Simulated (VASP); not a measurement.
# CdO (Monteponite) (Fm-3m) in VASP: settings compared, part 2 of 2

VASP 6.6.1.

### Step 3. Relaxation of cell and atoms, PBE

This run uses another cell than the first one, of 12.97 Å³/atom, 0.996 times its volume.

Input file INCAR:

```
SYSTEM = CdO
  ALGO = Normal
  EDIFF = 1E-6
  EDIFFG = -0.01
  ENCUT = 600
  GGA = PE
  IBRION = 2
  ISIF = 3
  ISMEAR = 0
  LASPH = .True.
  LCHARG = .False.
  LREAL = .False.
  LWAVE = .False.
  NELM = 80
  NSW = 90
  PREC = Accurate
  SIGMA = 0.03
```

Input file KPOINTS:

```
k-points
0
Gamma
  12 12 12
  0 0 0
```

Input file POSCAR:

```
CdO
1.0
    0.0000000000      2.3495000000      2.3495000000
    2.3495000000      0.0000000000      2.3495000000
    2.3495000000      2.3495000000      0.0000000000
Cd O
1 1
Direct
    0.0000000000      0.0000000000      0.0000000000
    0.5000000000      0.5000000000      0.5000000000
```

Potentials or basis: VASP PAW PBE potentials, release 64 (Cd, O).

The run is started by

```console
> cat potpaw_PBE.64/Cd/POTCAR potpaw_PBE.64/O/POTCAR > POTCAR
> mpirun -np 1 vasp_std > vasp.out
```

OUTCAR:

```text
SYSTEM = CdO
   EDIFF = 1E-6
   EDIFFG = -0.01
   ENCUT = 600
   GGA = PE
   IBRION = 2
   ISIF = 3
   ISMEAR = 0
   LASPH = .True.
   LREAL = .False.
   NELM = 80
   NSW = 90
   PREC = Accurate

 ion  position               nearest neighbor table
   1  0.000  0.000  0.000-   2 2.35   2 2.35   2 2.35   2 2.35   2 2.35   2 2.35
   2  0.500  0.500  0.500-   1 2.35   1 2.35   1 2.35   1 2.35   1 2.35   1 2.35

  LATTYP: Found a face centered cubic cell.
 ALAT       =     4.6990000000

  Lattice vectors:

 A1 = (   0.0000000000,   2.3495000000,   2.3495000000)
 A2 = (   2.3495000000,   0.0000000000,   2.3495000000)
 A3 = (   2.3495000000,   2.3495000000,   0.0000000000)

Analysis of symmetry for initial positions (statically):
=====================================================================
 Subroutine PRICEL returns:
 Original cell was already a primitive cell.

 Routine SETGRP: Setting up the symmetry group for a
 face centered cubic supercell.

 Subroutine GETGRP returns: Found 48 space group operations
 (whereof 48 operations were pure point group operations)
 out of a pool of 48 trial point group operations.

The static configuration has the point symmetry O_h .

Analysis of symmetry for dynamics (positions and initial velocities):
=====================================================================
 Subroutine PRICEL returns:
 Original cell was already a primitive cell.

 Routine SETGRP: Setting up the symmetry group for a
 face centered cubic supercell.

 Subroutine GETGRP returns: Found 48 space group operations
 (whereof 48 operations were pure point group operations)
 out of a pool of 48 trial point group operations.

The dynamic configuration has the point symmetry O_h .

 Subroutine INISYM returns: Found 48 space group operations
 (whereof 48 operations are pure point group operations),
 and found     1 'primitive' translations

[... 130 lines left out ...]
 maximum number of plane-waves:       893
   NGX = 13   NGY = 13   NGZ = 13

--------------------------------------- Ionic step        1  -------------------------------------------

 number of electron      18.0000002 magnetization

 Free energy of the ion-electron system (eV)
  ---------------------------------------------------
  ext. energy  EPLUGINS =         0.00000000
  ---------------------------------------------------
  free energy    TOTEN  =        -7.69798969 eV

  energy without entropy =       -7.69794381  energy(sigma->0) =       -7.69796675

------------------------ aborting loop because EDIFF is reached ----------------------------------------

  FORCE on cell =-STRESS in cart. coord.  units (eV):
  Direction    XX          YY          ZZ          XY          YZ          ZX
  --------------------------------------------------------------------------------------
  -------------------------------------------------------------------------------------
  Total        1.1945800      1.1945800      1.1945800      0.0000000      0.0000000     -0.0000000
  in kB       73.7852359     73.7852359     73.7852359      0.0000000      0.0000000     -0.0000000
  external PRESSURE =      73.7852359 kB  Pullay stress =       0.0000000 kB
[... 59 lines left out ...]
--------------------------------------- Ionic step        3  -------------------------------------------

 number of electron      17.9999994 magnetization

 Free energy of the ion-electron system (eV)
  ---------------------------------------------------
  ext. energy  EPLUGINS =         0.00000000
  ---------------------------------------------------
  free energy    TOTEN  =        -7.72800483 eV

  energy without entropy =       -7.72795770  energy(sigma->0) =       -7.72798126

 E-fermi :   1.5915     XC(G=0): -11.4094

 val. band max:        1.5647344000   @ k =   0.5000   0.0000   0.0000
 cond. band min:       1.8835816181   @ k =   0.0833   0.0000   0.0000
 fundamental gap:      0.3188472181
 Fermi energy:         1.5915318911

 k-point     1 :       0.0000    0.0000    0.0000
  band No.  band energies     occupation
      1     -15.4362      2.00000
      2      -5.0578      2.00000
      3      -5.0578      2.00000
      4      -5.0578      2.00000
      5      -4.7840      2.00000
      6      -4.7840      2.00000
      7       0.4230      2.00000
      8       0.4230      2.00000
      9       0.4230      2.00000
     10       1.0408      2.00000
     11      16.4718      0.00000
     12      18.2408      0.00000
     13      18.2408      0.00000
[... 354 lines left out ...]
  band No.  band energies     occupation
      1     -14.7521      2.00000
      2      -5.6348      2.00000
      3      -5.4252      2.00000
      4      -5.3377      2.00000
      5      -4.5923      2.00000
      6      -4.5696      2.00000
      7      -1.9896      2.00000
      8       0.4577      2.00000
      9       1.3374      2.00000
     10       7.1472      0.00000
     11       8.2168      0.00000
     12      11.6700      0.00000
     13      13.5866      0.00000

 [... further k-points ...]
[... 5 lines left out ...]
  --------------------------------------------------------------------------------------
  -------------------------------------------------------------------------------------
  Total       -0.0018012     -0.0018012     -0.0018012      0.0000000      0.0000000     -0.0000000
  in kB       -0.1056485     -0.1056485     -0.1056485      0.0000000      0.0000000     -0.0000000
  external PRESSURE =      -0.1056485 kB  Pullay stress =       0.0000000 kB
[... 17 lines left out ...]
  FREE ENERGIE OF THE ION-ELECTRON SYSTEM (eV)
  ---------------------------------------------------
  free  energy   TOTEN  =        -7.7280048327 eV

  energy  without entropy=       -7.7279576960  energy(sigma->0) =       -7.72798126

 reached required accuracy - stopping structural energy minimisation
```

OSZICAR:

```text
N       E                     dE             d eps       ncg     rms          rms(c)
DAV:   1     0.132438753607E+03    0.13244E+03   -0.11742E+04  1968   0.160E+03
[... 24 lines left out ...]
DAV:   1    -0.792667100868E+01   -0.21029E+00   -0.42015E+00  1917   0.291E+01    0.315E+00
DAV:   2    -0.774672395116E+01    0.17995E+00   -0.50536E-01  1947   0.974E+00    0.896E-01
DAV:   3    -0.773053957297E+01    0.16184E-01   -0.44790E-02  2132   0.399E+00    0.963E-01
DAV:   4    -0.772862974148E+01    0.19098E-02   -0.46387E-03  1922   0.722E-01    0.580E-01
DAV:   5    -0.772799780106E+01    0.63194E-03   -0.50376E-04  1952   0.270E-01    0.396E-02
DAV:   6    -0.772800507154E+01   -0.72705E-05   -0.52313E-05  2052   0.877E-02    0.238E-02
DAV:   7    -0.772800483271E+01    0.23883E-06   -0.35650E-06  1766   0.227E-02
   3 F= -.77280048E+01 E0= -.77279813E+01  d E =-.300151E-01
```

CONTCAR:

```text
CdO
   1.00000000000000
    -0.0000000000000000    2.3903465406728865    2.3903465406728865
     2.3903465406728865    0.0000000000000000    2.3903465406728865
     2.3903465406728865    2.3903465406728865    0.0000000000000000
  Cd              O
     1     1
Direct
     0.0000000000000000    0.0000000000000000    0.0000000000000000
     0.5000000000000000    0.5000000000000000    0.5000000000000000

  0.00000000E+00  0.00000000E+00  0.00000000E+00
  0.00000000E+00  0.00000000E+00  0.00000000E+00
```

Wall time 40 s (1 thread of Intel Xeon Platinum 8559C (Emerald Rapids), shared host); peak memory 0.17 GiB.

What came out:

```
Free energy                            : -7.7280 eV
Relaxed volume                         : 13.66 Å³/atom
Relaxed cell                           : a = 3.380 Å, b = 3.380 Å, c = 3.380 Å, α = 60.00°, β = 60.00°, γ = 60.00°
Space group after relaxing (to 0.05 Å) : Fm-3m (No. 225)
Energy gained by relaxing              : 15.0 meV/atom
Ionic steps                            : 3
Pressure after relaxing                : 0.0 GPa
Band gap on the k mesh                 : none (metal or under the smearing width)
```

The path:
```tsv
step	energy change (eV)	largest force (eV/Å)	pressure (GPa)	volume (Å³)
1	0.0000	0.0000	7.38	25.94
2	-0.0184	0.0000	-3.87	28.25
3	-0.0300	0.0000	-0.01	27.32
```

Final structure:
```cif
data_structure
_symmetry_space_group_name_H-M 'P 1'
_symmetry_Int_Tables_number 1
_cell_length_a 3.3805
_cell_length_b 3.3805
_cell_length_c 3.3805
_cell_angle_alpha 60.000
_cell_angle_beta 60.000
_cell_angle_gamma 60.000
_cell_volume 27.32
loop_
_atom_site_label
_atom_site_type_symbol
_atom_site_fract_x
_atom_site_fract_y
_atom_site_fract_z
_atom_site_occupancy
Cd1 Cd 0.00000 0.00000 0.00000 1
O1 O 0.50000 0.50000 0.50000 1
```

Levels at points of the mesh, in eV from the Fermi level:
| k point | band 7 | band 8 | band 9 | band 10 | band 11 | band 12 |
| --- | --- | --- | --- | --- | --- | --- |
| (0.00, 0.00, 0.00) | -1.17 | -1.17 | -1.17 | -0.55 | 14.88 | 16.65 |
| (0.50, 0.00, 0.00) | -3.71 | -0.03 | -0.03 | 4.39 | 6.93 | 11.66 |
| (0.50, 0.50, 0.00) | -3.99 | -2.09 | -2.09 | 3.64 | 8.31 | 11.01 |

Caveat: this crystal is a semiconductor, whose small gap the functional closes, so the metal is an error of the method. PBE usually gives volumes a little too large and moduli too small.

### Step 4. Relaxation of cell and atoms, PBE

This run uses another cell than the first one, of 13.66 Å³/atom, 1.049 times its volume.

Changes to INCAR since step 3:

```diff
@@ -2,4 +2,4 @@
   ALGO = Normal
-  EDIFF = 1E-6
-  EDIFFG = -0.01
+  EDIFF = 1E-7
+  EDIFFG = -0.005
   ENCUT = 600
```

KPOINTS is that of step 3.

Input file POSCAR:

```
CdO                                     
1.0
   -0.0000000000      2.3903465407      2.3903465407
    2.3903465407      0.0000000000      2.3903465407
    2.3903465407      2.3903465407      0.0000000000
  Cd              O             
     1     1
Direct
     0.0000000000000000    0.0000000000000000    0.0000000000000000
     0.5000000000000000    0.5000000000000000    0.5000000000000000
```

The run is started by

```console
> cat potpaw_PBE.64/Cd/POTCAR potpaw_PBE.64/O/POTCAR > POTCAR
> mpirun -np 1 vasp_std > vasp.out
```

Wall time 22 s (1 thread of Intel Xeon Platinum 8559C (Emerald Rapids), shared host); peak memory 0.17 GiB.

It converged, with:

- Free energy: -7.7305 eV
- Pressure after relaxing: -0.1 GPa
- Band gap on the k mesh: none (metal or under the smearing width)

Final structure:
```
Cd O
1.0
     0.00000    2.39035    2.39035
     2.39035    0.00000    2.39035
     2.39035    2.39035    0.00000
Cd O
1 1
Direct
  0.00000 0.00000 0.00000
  0.50000 0.50000 0.50000
```

Levels at points of the mesh, in eV from the Fermi level:
```tsv
k point	band 5	band 6	band 7	band 8	band 9	band 10	band 11	band 12	band 13
(0.00, 0.00, 0.00)	-6.38	-6.38	-1.17	-1.17	-1.17	-0.55	14.88	16.65	16.65
(0.50, 0.00, 0.00)	-6.16	-6.16	-3.71	-0.03	-0.03	4.39	6.93	11.66	11.66
(0.50, 0.50, 0.00)	-6.04	-5.79	-3.99	-2.09	-2.09	3.64	8.31	11.01	12.89
```

Caveat: the relaxation stopped at its first step, so nothing moved; this crystal is a semiconductor, whose small gap the functional closes, so the metal is an error of the method.

### Step 5. Relaxation of cell and atoms, PBEsol

This run uses another cell than the first one, of 12.97 Å³/atom, 0.996 times its volume.

Input file INCAR:

```
PREC = Accurate
ENCUT = 600
EDIFF = 1E-6
ISMEAR = 0
SIGMA = 0.03
LREAL = F
LASPH = T
NELM = 80
ALGO = Normal
ISIF = 3
LWAVE = F
LCHARG = F
GGA = PS
IBRION = 2
NSW = 90
EDIFFG = -0.01
KPAR = 8
```

Input file KPOINTS:

```
Automatic mesh
0
Gamma
  12 12 12
```

Input file POSCAR:

```
CdO
1.0
    0.0000000000      2.3495000000      2.3495000000
    2.3495000000      0.0000000000      2.3495000000
    2.3495000000      2.3495000000      0.0000000000
Cd O
1 1
Direct
    0.0000000000      0.0000000000      0.0000000000
    0.5000000000      0.5000000000      0.5000000000
```

The run is started by

```console
> cat potpaw_PBE.64/Cd/POTCAR potpaw_PBE.64/O/POTCAR > POTCAR
> mpirun -np 8 vasp_std > vasp.out
```

It took 7.2 s on 8 MPI ranks of Intel Xeon 6975P-C (Granite Rapids), shared host; peak memory 0.19 GiB.

The run converged. Its results:

```yaml
Free_energy: -8.5055 eV
Relaxed_volume: 13.02 Å³/atom
Relaxed_cell: a = 3.327 Å, b = 3.327 Å, c = 3.327 Å, α = 60.00°, β = 60.00°, γ = 60.00°
Space_group_after_relaxing_to_0.05_Å: Fm-3m (No. 225)
Energy_gained_by_relaxing: 0.1 meV/atom
Ionic_steps: 3
Pressure_after_relaxing: 0.0 GPa
Band_gap_on_the_k_mesh: none (metal or under the smearing width)
```

Step by step:
| step | energy change (eV) | largest force (eV/Å) | pressure (GPa) | volume (Å³) |
| --- | --- | --- | --- | --- |
| 1 | 0.0000 | 0.0000 | 0.53 | 25.94 |
| 2 | -0.0001 | 0.0000 | -0.36 | 26.10 |
| 3 | -0.0002 | 0.0000 | 0.00 | 26.04 |

Final structure:
```cif
data_structure
_symmetry_space_group_name_H-M 'P 1'
_symmetry_Int_Tables_number 1
_cell_length_a 3.3268
_cell_length_b 3.3268
_cell_length_c 3.3268
_cell_angle_alpha 60.000
_cell_angle_beta 60.000
_cell_angle_gamma 60.000
_cell_volume 26.04
loop_
_atom_site_label
_atom_site_type_symbol
_atom_site_fract_x
_atom_site_fract_y
_atom_site_fract_z
_atom_site_occupancy
Cd1 Cd 0.00000 0.00000 0.00000 1
O1 O 0.50000 0.50000 0.50000 1
```

Levels at points of the mesh, in eV from the Fermi level:
| k point | band 6 | band 7 | band 8 | band 9 | band 10 | band 11 | band 12 | band 13 |
| --- | --- | --- | --- | --- | --- | --- | --- | --- |
| (0.00, 0.00, 0.00) | -6.38 | -1.37 | -1.37 | -1.37 | -0.57 | 14.74 | 16.83 | 16.83 |
| (0.50, 0.00, 0.00) | -6.12 | -3.85 | -0.03 | -0.03 | 4.26 | 7.19 | 11.76 | 11.76 |
| (0.50, 0.50, 0.00) | -5.67 | -4.42 | -2.36 | -2.36 | 3.73 | 8.40 | 11.02 | 13.17 |

Caveat: the PAW data sets were made with another functional, which shifts forces and pressure a little; this crystal is a semiconductor, whose small gap the functional closes, so the metal is an error of the method.
